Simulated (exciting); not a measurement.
An input for exciting (release sodium) (Ge):

Contents of input.xml:

```xml
<input>
  <title>Ge</title>
  <structure speciespath="./" tshift="false" cartesian="true">
    <crystal scale="1.0">
      <basevect>2.710470000000 0.000000000000 0.000000000000</basevect>
      <basevect>0.000000000000 2.710470000000 0.000000000000</basevect>
      <basevect>0.000000000000 0.000000000000 2.710470000000</basevect>
    </crystal>
    <species speciesfile="Ge.xml" rmt="2">
      <atom coord="0.000000000000 0.000000000000 0.000000000000"/>
    </species>
  </structure>
  <groundstate do="fromscratch" ngridk="10 10 10" rgkmax="8" gmaxvr="14" lmaxapw="10" lmaxmat="10" lmaxvr="8" xctype="GGA_PBE_SOL" stype="Gaussian" swidth="0.00036749" nempty="16" ValenceRelativity="iora*" epsengy="1e-05" epspot="1e-05" maxscl="75" outputlevel="normal">
    <spin spinorb="true"/>
  </groundstate>
  <properties>
    <DFTD2/>
  </properties>
</input>
```

Potentials or basis: all-electron LAPW+lo, shipped species files, valence relativity iora*.

Run with:

```sh
$ OMP_NUM_THREADS=1 exciting_smp
```

Q: What does the program do with it?

A: The run stopped without a result. It printed:

Output:

```text
Error(checkmt): muffin-tin spheres overlap between
                   species    1 atom    1 and
                   species    1 atom    1

   Sum of muffin-tin radii :    4.0000
   Distance between atoms  :    3.8332

   Please check, and possibly reduce, the input (or default) values
   of the attribute ''rmt'' inside the element ''species''
   for species    1 and    1

   See link:
```
